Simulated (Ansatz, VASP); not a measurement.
# Nb2AlC in two plane-wave programs

Wanted: the spread between two codes on one cell, functional and k mesh. The structure shown comes from an earlier Ansatz run, which isn't shown and may have moved the atoms alone.

Main program and level: Ansatz 0.2.0; plane waves, with VASP 6.6.1 beside it; elastic constants at PBEsol.

## Step 1: Set-up

The structure is hexagonal, space group P6_3/mmc (No. 194). Conventional cell: a = 3.099 Å, b = 3.099 Å, c = 13.833 Å, α = 90.00°, β = 90.00°, γ = 120.00°. Nearest to Al lie 6 Nb at 2.87 Å and 6 Al at 3.10 Å. Nb has 3 C at 2.16 Å and 3 Al at 2.87 Å nearest. Nearest to C lie 6 Nb at 2.16 Å. Farther neighbours are not listed.

## Step 2: Ansatz: elastic constants, PBEsol

Ansatz runs on its default PAW (the set named soft_2) files.

Elastic constants are differences of stresses under small strains, so they test the stress and the mesh.

Contents of input.yaml:

```yaml
crystal:
  lattice:
    - [3.0986734137, 0.0, 0.0]
    - [-1.5493367069, 2.6835298943, 0.0]
    - [0.0, 0.0, 13.8333681172]
  atoms:
    - { symbol: Al, position: [0.3333333333, 0.6666666667, 0.75] }
    - { symbol: Al, position: [0.6666666667, 0.3333333333, 0.25] }
    - { symbol: Nb, position: [0.3333333333, 0.6666666667, 0.088127052] }
    - { symbol: Nb, position: [0.6666666667, 0.3333333333, 0.588127052] }
    - { symbol: Nb, position: [0.6666666667, 0.3333333333, 0.911872948] }
    - { symbol: Nb, position: [0.3333333333, 0.6666666667, 0.411872948] }
    - { symbol: C, position: [0.0, 0.0, 0.0] }
    - { symbol: C, position: [0.0, 0.0, 0.5] }
kpoints:
  mp_grid: { grid: [9, 9, 2] }
hamiltonian:
  xc: pbesol
scf:
  occupations: { method: methfessel_paxton, width: 0.25 }
output:
  forces: true
  stress: true
  eigenvalues: true
elastic:
  mode: relaxed_ion
  stencil: two_point
  amplitude: 0.01
```

Run with:

```sh
$ ansatz run input.yaml --threads 4 --pin off --max-ram 16384MiB --backend cpu --events-out ev --progress --plain --runs-dir out
```

Numbers of over 12 decimals in the logs are rounded to 6 here.

Output:

```text
Engine: ansatz 0.2.0, x86_64-unknown-linux-gnu
Pseudopotentials: kind: paw
Pseudopotential: Al, paw, valence charge 3, recommended cutoff 420 eV (normal), Al.paw.azcp
Pseudopotential: Nb, paw, valence charge 13, recommended cutoff 420 eV (normal), Nb.paw.azcp
Pseudopotential: C, paw, valence charge 4, recommended cutoff 420 eV (normal), C.paw.azcp
Functional definition: PBEsol
  exchange = pbesol_x
  correlation = pbesol_c
Crystal: 8 atoms, lattice volume = 115.030 Å³
Basis set: ecut = 420 eV, 2231 PW (Γ), exchange–correlation on 48×48×192 points (8 copies of the dense FFT grid, shifted against one another)
Bands: 41, of which v1, the nominal top of the filled ones, is band 33 counted from 1 (32 counted from 0)
Symmetry: 24 space group operations
Space group: P63/mmc (ITA 194), of the structure as read, at distance tolerance 4.9e-5 Å
k-points: 24 of 162
Non-local potential: Al, projectors of the file, l = 0: 2, l = 1: 2, l = 2: 1
Non-local potential: Nb, projectors of the file, l = 0: 3, l = 1: 2, l = 2: 2, l = 3: 1
Non-local potential: C, projectors of the file, l = 0: 2, l = 1: 2, l = 2: 1
PAW form: soft (Blöchl's): semilocal exchange-correlation on the pseudo side does not see the compensation charge
PAW frozen core: Al, regenerated for the run's functional, and the local potential with it (the file was generated under x = pbe(κ = 0.804, μ = 0.219515), c = pbe(β = 0.066725))
PAW frozen core: Nb, regenerated for the run's functional, and the local potential with it (the file was generated under x = pbe(κ = 0.804, μ = 0.219515), c = pbe(β = 0.066725))
PAW frozen core: C, regenerated for the run's functional, and the local potential with it (the file was generated under x = pbe(κ = 0.804, μ = 0.219515), c = pbe(β = 0.066725))
PAW one-centre angular grid: Al, 110 points (default); XC on 64 Gauss nodes
PAW one-centre angular grid: Nb, 590 points (default); XC on 64 Gauss nodes
PAW one-centre angular grid: C, 110 points (default); XC on 64 Gauss nodes
Initial density: superposition of atomic densities (neutral atoms: chi_scale 0, normalization atom), corrected by the library's trained network
Initial wavefunctions: pseudopotential atomic-orbital guess
Functional: x = pbesol(κ = 0.804, μ = 0.123457), c = pbesol(β = 0.046)
SCF iter   1: F=—  HF=-19528.936384 eV  |F-HF|=—  |Δ(HF+E_count)|=         —  Δρ=4.94e-3  dr2=3.38e-2  ethr=1.77e-3  ⟨swp⟩=5.5  Hψ=3959  notcnv=0
preconditioner: auto → Kerker (q_TF=auto, 2.487 Å⁻¹)  [metal: Δε(μ)=0.136 eV  Ē_g=6.141 eV  σ=0.250 eV  W_gap=0.42  n_scr=28 (ndim 8)  ℏωp=20.2 eV  f_vac=0.000  D(μ)=2.54/eV (n_scr^D=8)]
SCF iter   2: F=—  HF=-19528.931013 eV  |F-HF|=—  |Δ(HF+E_count)|=   5.37e-3  S|Δr|=    0.00e0  Δρ=2.66e-3  dr2=1.36e-2  ethr=5.13e-5  ⟨swp⟩=1.0  Hψ=1178  notcnv=0
SCF iter   3: F=—  HF=-19528.928106 eV  |F-HF|=—  |Δ(HF+E_count)|=   2.91e-3  S|Δr|=    0.00e0  Δρ=4.80e-4  dr2=1.24e-3  ethr=2.07e-5  ⟨swp⟩=2.5  Hψ=1332  notcnv=0
SCF iter   4: F=—  HF=-19528.927849 eV  |F-HF|=—  |Δ(HF+E_count)|=   2.56e-4  S|Δr|=    0.00e0  Δρ=1.42e-4  dr2=4.10e-5  ethr=1.88e-6  ⟨swp⟩=2.0  Hψ=1273  notcnv=0
SCF iter   5: F=—  HF=-19528.927784 eV  |F-HF|=—  |Δ(HF+E_count)|=   6.52e-5  S|Δr|=    0.00e0  Δρ=2.23e-5  dr2=5.57e-7  ethr=6.21e-8  ⟨swp⟩=2.0  Hψ=1364  notcnv=0
SCF iter   6: F=—  HF=-19528.927785 eV  |F-HF|=—  |Δ(HF+E_count)|=   8.74e-7  S|Δr|=    0.00e0  Δρ=4.20e-6  dr2=1.87e-8  ethr=8.43e-10  ⟨swp⟩=2.0  Hψ=1251  notcnv=0
SCF iter   7: F=—  HF=-19528.927785 eV  |F-HF|=—  |Δ(HF+E_count)|=   3.58e-9  S|Δr|=    0.00e0  Δρ=7.06e-7  dr2=5.22e-10  ethr=2.83e-11  ⟨swp⟩=2.0  Hψ=1237  notcnv=0
SCF iter   8: F=—  HF=-19528.927785 eV  |F-HF|=—  |Δ(HF+E_count)|=  1.02e-10  S|Δr|=    0.00e0  Δρ=1.58e-7  dr2=3.04e-11  ethr=7.91e-13 (applied; sched 1.00e-12)  ⟨swp⟩=2.3  Hψ=1591  notcnv=0
SCF iter   9: F=—  HF=-19528.927785 eV  |F-HF|=—  |Δ(HF+E_count)|=  7.28e-12  S|Δr|=    0.00e0  Δρ=2.98e-8  dr2=1.13e-12  ethr=4.61e-14 (applied; sched 1.00e-12)  ⟨swp⟩=2.5  Hψ=1526  notcnv=0  defer=7
SCF iter  10: F=-19528.927785 eV  HF=-19528.927785 eV  |F-HF|=3.64e-12  |Δ(HF+E_count)|=    0.00e0  S|Δr|=    0.00e0  Δρ=6.52e-9  dr2=4.89e-14  ethr=1.00e-12  ⟨swp⟩=7.2  Hψ=3494  notcnv=0
SCF 1 converged in 10 iterations: F = -19528.927785 eV  dr2 = 4.89e-14
  greatest PAW one-centre occupation: 0.998 electrons in one spin orbital (limit 2), on the Nb atom at site 5 (counted from 0), in its partial waves of l = 0
relax step   1: F+E_penalty+E_count = -19528.92778505 eV  Δ(F+E_penalty+E_count) = +0.000e0 eV  max|allowed force component| = 5.975e-4 eV/Å  Δτ_max = 0.0000 Å  (10 SCF iters, accepted)
Initial density: handed on by an earlier stage of this run
Initial wavefunctions: pseudopotential atomic-orbital guess (no wavefunctions were taken with the density)
[...]
SCF iter   1: F=—  HF=-19528.922614 eV  |F-HF|=—  |Δ(HF+E_count)|=         —  Δρ=1.03e-6  dr2=9.76e-10  ethr=1.27e-12  ⟨swp⟩=5.7  Hψ=8781  notcnv=1
SCF iter   2: F=—  HF=-19528.922553 eV  |F-HF|=—  |Δ(HF+E_count)|=   6.04e-5  S|Δr|=    0.00e0  Δρ=4.10e-7  dr2=1.31e-10  ethr=1.27e-12  ⟨swp⟩=3.0  Hψ=4349  notcnv=0
[...]
SCF 38 converged in 10 iterations: F = -19528.922553 eV  dr2 = 1.63e-16
SCF converged after 10 iterations
Stability not checked: this state was not tested for a lower state beside it, because cold or Methfessel-Paxton smearing, or corrected tetrahedra, fill the levels in a way that the test cannot read (fill_not_monotonic; see scf.lower_state_search)
Free energy (F): -19528.927785 eV
Harris-Foulkes:  -19528.927785 eV  (|F-HF|=7.28e-12)
Internal energy: -19528.936960 eV  (E = F + TS)
E sigma→0 (E₀):  -19528.930079 eV
Entropy (-TS):   0.009175 eV (1.147 meV/atom)
Fermi energy:    14.899457 eV
Step filling:    the computed levels leave a gap of 0.1077 eV = 0.4 smearing widths at the electron count; against every level under it full and every level over it empty, smearing changes F+E_penalty+E_count by +9.218 meV and its σ→0 estimate by +6.924 meV
--- Per-component energies (eV) ---
  E_band       = -349.191101
  E_kinetic    = 1806.931156
  E_local      = -5019.141279  (includes V_loc(G=0)·N_el)
  E_nonlocal   = 555.231953
  E_hartree    = 1896.571259
  E_xc         = -876.275888
  E_vxc        = -1032.462434  (∫ρ·V_xc dr)
  E_paw        = -13169.042884  (= ΣΔE_a)
  E_vpaw       = -452.893044  (= ΣTr[D̂ρ^β])
  E_aug_tail   = 0.000031  (compensation charges beyond the density's cutoff)
  E_ewald      = -4724.046623
  E_core_change = 0.835315  (= ΣΔE_core)
  E_smearing   = 0.009175  (= −TS)
  E_closure    = 0.000000  (closes the sum)
  Σ components = -19528.927785   (vs F -19528.927785, Δ=0.00e0)
--- Forces (eV/Å), atoms counted from 1 ---
  atom   1  Al    -0.00000000    -0.00000000     0.00000000
  atom   2  Al     0.00000000     0.00000000     0.00000000
  atom   3  Nb     0.00000000    -0.00000000    -0.00000003
  atom   4  Nb     0.00000000     0.00000000    -0.00000003
  atom   5  Nb    -0.00000000     0.00000000     0.00000003
  atom   6  Nb     0.00000000    -0.00000000     0.00000003
  atom   7  C      0.00000000    -0.00000000     0.00000000
  atom   8  C      0.00000000    -0.00000000     0.00000000
  max |Σ_I F_I| component: 1.85e-17 eV/Å
--- Stress (GPa, compression-positive) ---
       -0.017915      -0.000000       0.000000
       -0.000000      -0.017915       0.000000
        0.000000       0.000000      -0.021276
  P = ⅓ Tr σ = -0.0190 GPa (-0.190 kbar)
--- Band table (eV; the first three rows and the last of 24) ---
  k-point 0: bands = [... 29 lower, 13.9928, 14.5094, 14.5094, 14.5387, 14.5387, 15.9353, 15.9353, 16.0388, ... 4 higher]
  k-point 1: bands = [... 29 lower, 13.8124, 14.5239, 14.5239, 14.5239, 14.5239, 15.9848, 15.9848, 15.9848, ... 4 higher]
  k-point 2: bands = [... 29 lower, 13.9806, 13.9999, 14.2516, 14.7653, 14.8058, 15.1926, 15.7631, 15.7829, ... 4 higher]
  k-point 23: bands = [... 29 lower, 12.7613, 13.3667, 13.3667, 13.9524, 13.9524, 15.9401, 15.9401, 16.9000, ... 4 higher]
--- Elastic constants: 3 strain directions × 2 members + reference (group order 24) ---
  dense FFT box of the reference and of every strained cell: 24×24×96
  strains applied: 11, 33, 23; error gains: componentwise 1.00 (the most a stress slope's error grows in a printed constant), spectral 1.41 (1 for all six strains in a standard setting)
  reference relaxed by the batch: 3 steps; max|allowed force component| 5.98e-4 eV/Å at the deck's positions, 6.89e-8 at the last accepted step, 2.63e-8 by the solve of record
  largest displacement 2.3e-5 Å; the constants are those of the deck's cell at these positions:
  atoms:
    - { symbol: Al, position: [0.333333, 0.666667, 0.750000] }
    - { symbol: Al, position: [0.666667, 0.333333, 0.25] }
    - { symbol: Nb, position: [0.333333, 0.666667, 0.088129] }
    - { symbol: Nb, position: [0.666667, 0.333333, 0.588129] }
    - { symbol: Nb, position: [0.666667, 0.333333, 0.911871] }
    - { symbol: Nb, position: [0.333333, 0.666667, 0.411871] }
    - { symbol: C, position: [0, 0, 0] }
    - { symbol: C, position: [0, 0, 0.5] }
  C = ∂σ_k/∂η_j (tension-positive GPa; Voigt order 11 22 33 23 13 12):
       336.764    101.122    120.943      0.000      0.000      0.000
       101.122    336.764    120.943      0.000      0.000      0.000
       120.845    120.845    299.481      0.000      0.000      0.000
         0.000      0.000      0.000    145.157     -0.000      0.000
         0.000      0.000      0.000     -0.000    145.157      0.000
        -0.000     -0.000     -0.000      0.000      0.000    117.821
  reference stress σ⁰ (GPa):      0.018      0.018      0.021     -0.000     -0.000      0.000
  C* (energy form; C + prestress term) asymmetry max|C*_kj − C*_jk| = 9.497e-2 GPa — a small one proves nothing (zero by symmetry where the batch's group is 432, −43m or m−3m); a large one is finite-difference/SCF noise where every solve meets its electron count
  moduli (Voigt/Reuss/Hill, GPa): K = 184.31/184.19/184.25   G = 123.63/120.18/121.91   E = 299.64   ν = 0.229
  mechanically stable: yes (min eigenvalue of sym C = 117.82 GPa)
  strain η (Voigt 11):  stress-route row diagonal C_11 = 336.76 GPa, energy-path curvature d²(F+E_count+ΔE)/dδ²/Ω₀ = 336.82 GPa
         δ    σ_11 (GPa)             F (eV)   n_scf  n_hpsi   n_pw
    -1.000e-2      -3.3836      -19528.9157335      10   35135   2244   relax 6 steps, max|allowed force component| 1.28e-6 eV/Å
     1.000e-2       3.3517      -19528.9156153      10   35319   2296   relax 3 steps, max|allowed force component| 4.31e-5 eV/Å
  strain η (Voigt 33):  stress-route row diagonal C_33 = 299.48 GPa, energy-path curvature d²(F+E_count+ΔE)/dδ²/Ω₀ = 299.31 GPa
         δ    σ_33 (GPa)             F (eV)   n_scf  n_hpsi   n_pw
    -1.000e-2      -3.0271      -19528.9170302      10   16964   2246   relax 4 steps, max|allowed force component| 1.44e-7 eV/Å
     1.000e-2       2.9625      -19528.9170057      10   16018   2295   relax 5 steps, max|allowed force component| 1.53e-7 eV/Å
  strain η (Voigt 23):  stress-route row diagonal C_44 = 145.16 GPa, energy-path curvature d²(F+E_count+ΔE)/dδ²/Ω₀ = 145.21 GPa
         δ    σ_23 (GPa)             F (eV)   n_scf  n_hpsi   n_pw
    -1.000e-2      -1.4516      -19528.9225533      10   35188   2267   relax 5 steps, max|allowed force component| 1.32e-6 eV/Å
     1.000e-2       1.4516      -19528.9225533      10   35085   2267   relax 5 steps, max|allowed force component| 3.33e-6 eV/Å
```

(Continued in part 2 of 2.)

[Lines on the potential files, build, host, timing and source positions are cut from VASP's logs without a mark.]

[Logs are printed without paths, hosts, clocks, repeated set-up lines and the standing remarks that a program may print on its own settings, such as how far it seeks lower states.]

[Hosts, paths, dates, database ids (printed as entryN), source tags and the programs' standing remarks are cut or masked in the printed files.]
